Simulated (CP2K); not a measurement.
The system is MgS (Niningerite).

```
S Mg
1.0
     3.67929    0.00000    0.00000
     1.83964    3.18636    0.00000
     1.83964    1.06212    3.00413
S Mg
1 1
Direct
  0.50000 0.50000 0.50000
  0.00000 0.00000 0.00000
```

Program: CP2K 2026.2. Alike in all runs: task band structure; no spin polarisation; cell as given; k mesh 9 × 9 × 9.

**Question.** Order these runs on this cell by their band gap on the k mesh, lowest first.
A. level PBE; potentials or basis POTENTIAL_UZH S GTH-PBE-q6, Mg GTH-PBE-q10; TZVP-MOLOPT-PBE-GTH basis; smearing fermi-dirac 0.0259 eV; NGRIDS 4; points a segment of the path (NPOINTS) 8; bands added on the path 2
B. level LDA; potentials or basis GTH_POTENTIALS S GTH-PADE-q6, Mg GTH-PADE-q10; TZVP-MOLOPT-PBE-GTH basis; smearing fermi-dirac 0.05 eV; NGRIDS 5; points a segment of the path (NPOINTS) 6; bands added on the path 2
C. level r2SCAN; potentials or basis POTENTIAL_UZH S GTH-SCAN-q6, Mg GTH-SCAN-q10; TZVP-MOLOPT-SCAN-GTH basis; smearing fermi-dirac 0.1 eV; NGRIDS 5; points a segment of the path (NPOINTS) 10; bands added on the path 4
D. level TB-mBJ; potentials or basis POTENTIAL_UZH S GTH-PBE-q6, Mg GTH-PBE-q10; TZVP-MOLOPT-PBE-GTH basis; smearing fermi-dirac 0.05 eV; NGRIDS 4; points a segment of the path (NPOINTS) 6; bands added on the path 2

**Answer.** B (2.61 eV), A (2.85 eV), D (3.11 eV), C (3.61 eV).

Caveats: the mesh misses the band edges, which the band path finds closer together; the basis of atomic orbitals isn't converged, which shifts pressures, moduli and gaps; this is a model potential without an energy functional, so only levels have meaning (some runs).
